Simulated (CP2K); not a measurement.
**Te2Mo under changes of volume**

One of the cells (64.121 Å³/atom); the others are scaled copies at fixed shape and fractional positions:

```xyz
3
Lattice="3.5602 0.0000 0.0000 -1.7801 3.0833 0.0000 0.0000 0.0000 17.5241" Properties=species:S:1:pos:R:3 pbc="T T T"
Te    0.0000    2.0555    1.7900
Te    0.0000    2.0555   15.7341
Mo    0.0000    0.0000    0.0000
```

* Program: CP2K 2026.2
* Functional: PBE
* Potentials or basis: POTENTIAL_UZH Te GTH-PBE-q6, Mo GTH-PBE-q14; TZVP-MOLOPT-PBE-GTH basis
* Density cutoff: 6123 eV
* k mesh: 9 × 9 × 2
* Occupations: fermi-dirac, width 0.05 eV
* Spin: no spin polarisation

| volume (Å³/atom) | energy over the lowest point (meV/atom) | gap on the mesh (eV) | largest force (eV/Å) |
| --- | --- | --- | --- |
| 60.274 | ? | ? | ? |
| 61.556 | 42.10 | 1.11 | 1.171 |
| 62.839 | 21.27 | 1.08 | 0.829 |
| 64.121 | 7.80 | 1.04 | 0.513 |
| 65.404 | 0.93 | 1.01 | 0.222 |
| 66.686 | 0.00 | 0.99 | 0.047 |
| 67.968 | 4.40 | 0.96 | 0.295 |

What does the run at 60.274 Å³/atom give?

Energy over the lowest point 71.12 meV/atom; gap on the mesh 1.14 eV; largest force 1.543 eV/Å.

Worked out: A Birch-Murnaghan fit of order 3 (a polynomial in V^(-2/3)) to the other rows has its minimum at 66.25 Å³/atom with B0 = V·E''(V) = 36 GPa and B' = 4.5 at fixed shape and positions, which overstates the stiffness. It gives 71.10 meV/atom at 60.274 Å³/atom, against the run's 71.12. A straight line through the other rows of the gap, of slope -1.52 eV per unit of ln V (its deformation potential), extrapolates to 1.14 eV, against the run's 1.14.

Energies are extrapolated to zero smearing.

Caveats: with these potentials and basis sets, volumes of gold and of layered tellurides can stand 1.5 % and more from those of plane-wave programs; spin-orbit coupling is left out, which moves the levels of the heavy elements; the basis of atomic orbitals isn't converged, which shifts pressures, moduli and gaps.

A mesh can miss the band edges.
